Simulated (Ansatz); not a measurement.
input.yaml

```yaml
crystal:
  lattice:
    - [3.2919742016, -2.971101514, -0.1334512]
    - [3.2919742016, 2.971101514, -0.1334512]
    - [-1.2594113856, 0.0, 3.0063870774]
  atoms:
    - { symbol: Bi, position: [0.2890609781, 0.2890609781, 0.2027221031] }
    - { symbol: Bi, position: [0.7109390219, 0.7109390219, 0.7972778969] }
basis:
  ecutwfc: 420
kpoints:
  mp_grid: { grid: [10, 10, 14] }
hamiltonian:
  xc: pbe
scf:
  occupations: { method: gaussian, width: 0.1 }
output:
  forces: true
  stress: true
  eigenvalues: true
```

It can be run as
```bash
ansatz run input.yaml --threads 1 --pin off --backend cpu --events-out ev --progress --plain --runs-dir out  # memory cap (--max-ram) not shown
```

The calculation used DFT PBE, scalar-relativistic, plane waves, PAW (Ansatz 0.2.0).

Abridged output (final results; tables in files aren't shown):

```
SCF 1 converged in 6 iterations: F = -24791.952102 eV  dr2 = 3.47e-8
SCF converged after 6 iterations
Free energy (F): -24791.952102 eV
Harris-Foulkes:  -24791.952102 eV  (|F-HF|=1.42e-9)
Internal energy: -24791.946267 eV  (E = F + TS)
E sigma→0 (E₀):  -24791.949184 eV
Entropy (-TS):   -0.005835 eV (-2.917 meV/atom)
Fermi energy:    13.020566 eV
--- Per-component energies (eV) ---
  E_band       = -133.248628
  E_kinetic    = 611.557445
  E_local      = -2820.302475  (includes V_loc(G=0)·N_el)
  E_nonlocal   = 1119.460631
  E_hartree    = 909.829305
  E_xc         = -305.646329
  E_vxc        = -292.666400  (∫ρ·V_xc dr)
  E_paw        = -21325.881903  (= ΣΔE_a)
  E_vpaw       = -570.953896  (= ΣTr[D̂ρ^β])
  E_aug_tail   = -0.000864  (compensation charges beyond the density's cutoff)
  E_ewald      = -2980.962078
  E_smearing   = -0.005835  (= −TS)
--- Forces (eV/Å), atoms counted from 1 ---
  atom   1  Bi    -3.24319291     0.00000000    -2.29868117
  atom   2  Bi     3.24319291     0.00000000     2.29868117
--- Stress (GPa, compression-positive) ---
       24.983244       0.000000      10.783405
        0.000000       8.084698       0.000000
       10.783410       0.000000      19.866462
  P = ⅓ Tr σ = 17.6448 GPa (176.448 kbar)
--- Band table (eV; the first three rows and the last of 392) ---
  k-point 0: bands = ["-10.6891", "-10.3136", "-10.3121", "-10.2286", "-10.0564", "-10.0161", "-9.9545", "-9.9288", "-9.8811", "-9.6727", "-1.6565", "4.4828", "9.3125", "9.8567", "14.2054", "16.9809", "17.2503", "18.0811", "18.2307"]
  k-point 1: bands = ["-10.6850", "-10.3106", "-10.3046", "-10.2176", "-10.0586", "-10.0205", "-9.9642", "-9.9248", "-9.8799", "-9.6768", "-1.5672", "4.4541", "9.4862", "9.8754", "14.3373", "15.8687", "16.8400", "17.8620", "18.0537"]
  k-point 2: bands = ["-10.6737", "-10.3022", "-10.2881", "-10.1877", "-10.0653", "-10.0251", "-9.9874", "-9.9161", "-9.8799", "-9.6882", "-1.3000", "4.3796", "9.9371", "9.9759", "14.1192", "14.7102", "15.4333", "17.3242", "17.8642"]
  k-point 391: bands = ["-10.6361", "-10.2903", "-10.2579", "-10.1076", "-10.0837", "-10.0718", "-9.9026", "-9.8883", "-9.8675", "-9.7238", "1.3311", "4.4465", "7.7106", "9.6910", "11.0174", "12.6225", "14.0067", "14.5237", "19.4121"]
```

Self-consistency was reached.

Spin–orbit coupling is left out, which can shift energies with elements as heavy as these.